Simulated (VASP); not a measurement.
Crystal: MoSe2.

```
CELL_PARAMETERS angstrom
3.28800 0.00000 0.00000
-1.64400 2.84749 0.00000
0.00000 0.00000 12.90000
ATOMIC_POSITIONS crystal
Mo 0.33333 0.66667 0.25000
Mo 0.66667 0.33333 0.75000
Se 0.33333 0.66667 0.62500
Se 0.66667 0.33333 0.12500
Se 0.33333 0.66667 0.87500
Se 0.66667 0.33333 0.37500
```

| Quantity | Value |
| --- | --- |
| Program | VASP 6.6.1 |
| Task | relaxation of cell and atoms |
| Functional | PBE |
| Dispersion | D3(BJ) |
| Potentials or basis | VASP PAW PBE potentials, release 64 (Mo_sv, Se) |
| Cutoff | 600 eV |
| k mesh | 9 × 9 × 2 |
| Occupations | gaussian, width 0.03 eV |
| Spin | no spin polarisation |

At the start: pressure 4.5 GPa; volume 20.13 Å³/atom.

Question: Where does the relaxation end?

Answer: Over 14 steps the energy falls by 24.1 meV/atom and the volume is 19.74 Å³/atom (-1.9 %); space group P6_3/mmc (No. 194, to 0.05 Å).

Step by step:
```
step  energy change (eV)  largest force (eV/Å)  pressure (GPa)  volume (Å³)
   1              0.0000                1.1441            4.52       120.78
   2              0.2308                1.2853           -9.26       130.92
   3             -0.1073                0.1481           -1.23       124.27
   4             -0.1075                0.1809           -1.04       124.14
   5             -0.1225                0.1168           -0.28       122.48
   6             -0.1232                0.0997           -0.06       122.02
   7             -0.1275                0.0908           -0.06       121.61
   8             -0.1379                0.0632           -0.04       120.35
   9             -0.1435                0.0013            0.20       117.83
  10             -0.1443                0.0241            0.12       118.56
  11             -0.1444                0.0212            0.12       118.46
  12             -0.1443                0.0191            0.13       118.39
  13             -0.1425                0.1161           -0.76       118.94
  14             -0.1444                0.0004            0.01       118.46
```

Final structure:
```
CELL_PARAMETERS angstrom
3.27866 0.00000 0.00000
-1.63933 2.83941 0.00000
0.00000 0.00000 12.72501
ATOMIC_POSITIONS crystal
Mo 0.33333 0.66667 0.25000
Mo 0.66667 0.33333 0.75000
Se 0.33333 0.66667 0.61833
Se 0.66667 0.33333 0.11833
Se 0.33333 0.66667 0.88167
Se 0.66667 0.33333 0.38167
```
